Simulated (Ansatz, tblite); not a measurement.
# MgTe with GFN2-xTB from a Python script

These are simulated results from tblite 0.8.0, not measurements. The cell began as a database structure and was relaxed with r2SCAN in plane waves (Ansatz 0.2.0). All runs are without spin polarisation.

The symmetry is F-43m (No. 216, cubic); a = 6.466 Å in the conventional setting, 33.80 Å³ an atom. Mg has 4 Te at 2.80 Å; Te has 4 Mg at 2.80 Å.

tblite solves periodic systems at the zone centre alone, so the script builds a cluster of 2×2×2 conventional cells (64 atoms), which folds in a coarse mesh of k points.

run.py reads:

```python
import json
from ase import Atoms
from ase.build import make_supercell
from ase.units import Bohr, GPa, Hartree
from tblite.interface import Calculator

atoms = Atoms(['Mg', 'Te'],
              cell=[[0.0, 3.23311988, 3.23311988], [3.23311988, 0.0, 3.23311988], [3.23311988, 3.23311988, 0.0]],
              scaled_positions=[[0.0, 0.0, 0.0], [0.75, 0.75, 0.75]],
              pbc=True)
cluster = make_supercell(atoms, [[-2, 2, 2], [-2, -2, 2], [2, -2, 2]])
calc = Calculator('GFN2-xTB', cluster.numbers, cluster.positions / Bohr, lattice=cluster.cell[:] / Bohr, periodic=cluster.pbc)
calc.set('temperature', 0.02 / Hartree)
calc.set('max-iter', 150)
res = calc.singlepoint()
levels = res.get('orbital-energies') * Hartree
nv = round(res.get('orbital-occupations').sum() / 2)
cells = len(cluster) // len(atoms)
out = {'energy_per_cell': res.get('energy') * Hartree / cells, 'homo': levels[nv - 1], 'lumo': levels[nv],
       'stress': (-res.get('virial') * Hartree / cluster.get_volume() / GPa).tolist(), 'charges': res.get('charges')[:len(atoms)].tolist(), 'electrons': 2 * nv / cells}
json.dump(out, open('results.json', 'w'))
for key, value in out.items():
    print(key, value)
```

Command: `python run.py`. It took 5 s on 1 thread of Arm Neoverse V2 (shared host), peak memory 0.13 GiB.

Output:

```
------------------------------------------------------------
  cycle        total energy    energy error   density error
------------------------------------------------------------
      1     -103.5100942914  -1.0377639E+02   4.4824986E-01
      2     -80.80868490228   2.2701409E+01   3.7848831E-01
      3     -92.02760951676  -1.1218925E+01   3.4970011E-01
      4     -117.9931622767  -2.5965553E+01   9.2348625E-02
      5     -118.2311885779  -2.3802630E-01   8.1062802E-02
      6     -105.6391033035   1.2592085E+01   2.8491826E-01
      7     -111.3528493763  -5.7137461E+00   2.1347668E-01
      8     -118.1681535568  -6.8153042E+00   6.5270480E-02
      9     -118.2975486687  -1.2939511E-01   5.6592004E-02
     10     -118.4792206373  -1.8167197E-01   4.4417739E-02
     11     -118.7754532736  -2.9623264E-01   3.5336738E-03
     12     -118.7776684797  -2.2152061E-03   7.5602347E-04
     13     -118.7777021467  -3.3667009E-05   2.2393236E-04
     14     -118.7777051079  -2.9611531E-06   1.5019556E-04
     15     -118.7777062376  -1.1297372E-06   8.3880132E-05
     16     -118.7777064245  -1.8684884E-07   4.6826829E-05
     17     -118.7777063517   7.2779699E-08   2.7307223E-05
     18     -118.7777064486  -9.6897097E-08   2.3366890E-06
------------------------------------------------------------

 total:                                   4.478 sec
energy_per_cell -101.00331316443396
homo -8.853736466365095
lumo -7.564848541876189
stress [[1.2395835704022562, -3.451559807276987e-07, 3.451498781571635e-07], [-3.4515598065095353e-07, 1.239583570401964, 3.451582354382593e-07], [3.4514987816312973e-07, 3.451582355397601e-07, 1.2395835704021243]]
charges [0.21360753466251695, -0.21359082273367697]
electrons 8.0
```

The cycle table is in hartree for the whole cluster, and the lines after it are in eV (the energy for one cell). The printed stress is in GPa and positive in compression, and the pressure is its mean diagonal.

GFN2-xTB gives a gap of 1.29 eV. On the same cell, plane-wave PBE (Ansatz, 8×8×8 k points and the special points) gives a gap of 2.42 eV and r2SCAN a gap of 3.10 eV; on shared hosts these took about 3.5 and 8.7 core-seconds on the 2-atom cell, against 5 for the script. Spin-orbit coupling, left out in all these runs, can cut or reorder the gap by tenths of an eV, up to about 1 eV with Pb or Bi. xTB was fitted to molecules, so gaps, charges and pressures of solids can be far off, and the gap also depends on the size of the cluster.

The same script was run on cells scaled at fixed shape and fractional coordinates:

```csv
volume (Å³/atom),energy (meV/atom),"pressure (GPa, positive in compression)",gap (eV)
29.74,102.2,7.55,2.42
31.77,31.3,3.81,1.77
33.80,0.0,1.24,1.29
35.82,-3.7,-0.54,0.93
37.85,11.5,-1.82,0.66
```

A Birch-Murnaghan fit puts the minimum at 35.13 Å³/atom, 3.9 % above the given cell, with a bulk modulus of 29.2 GPa at fixed shape.

xTB was fitted mostly to molecules, and a small cluster samples few k points, so gaps, pressures and kinks along a curve can be far from a solid's.

Spin-orbit coupling is left out, which matters wherever the heavy atoms make up the band edges.
